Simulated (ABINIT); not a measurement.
The system is HfO2.

```
CELL_PARAMETERS angstrom
5.55640 0.00000 0.00000
0.00000 3.33360 0.00000
0.00000 0.00000 6.50500
ATOMIC_POSITIONS crystal
Hf 0.74868 0.75000 0.60787
Hf 0.25132 0.25000 0.39213
Hf 0.24868 0.75000 0.89213
Hf 0.75132 0.25000 0.10787
O 0.63950 0.25000 0.42340
O 0.36050 0.75000 0.57660
O 0.13950 0.25000 0.07660
O 0.86050 0.75000 0.92340
O 0.52079 0.25000 0.84145
O 0.47921 0.75000 0.15855
O 0.02079 0.25000 0.65855
O 0.97921 0.75000 0.34145
```

Measurements of this composition are mostly on another form, of space group No. 14.

Base run:

| Item | Value |
| --- | --- |
| Program | ABINIT 10.8.3 (patched build) |
| Functional | PBEsol |
| Potentials or basis | JTH PAW PBE v2.0 |
| Cutoff | 626 eV |
| k mesh | 4 × 7 × 3 |
| Occupations | fermi-dirac, width 0.05 eV |
| Spin | no spin polarisation |

Its results: band gap on the k mesh 3.31 eV, direct; pressure -8.7 GPa; largest force 0.058 eV/Å.

Question: The run is repeated on the same cell with these changes: functional from PBEsol to LDA; potentials or basis from JTH PAW PBE v2.0 to JTH PAW LDA v2.0. What comes out?

Answer: Band gap on the k mesh 3.27 eV, direct; pressure -16.8 GPa; largest force 0.187 eV/Å.

Caveats: spin-orbit coupling is left out, which moves the levels of the heavy elements; the PAW data sets were made with another functional, which shifts forces and pressure a little (some runs).
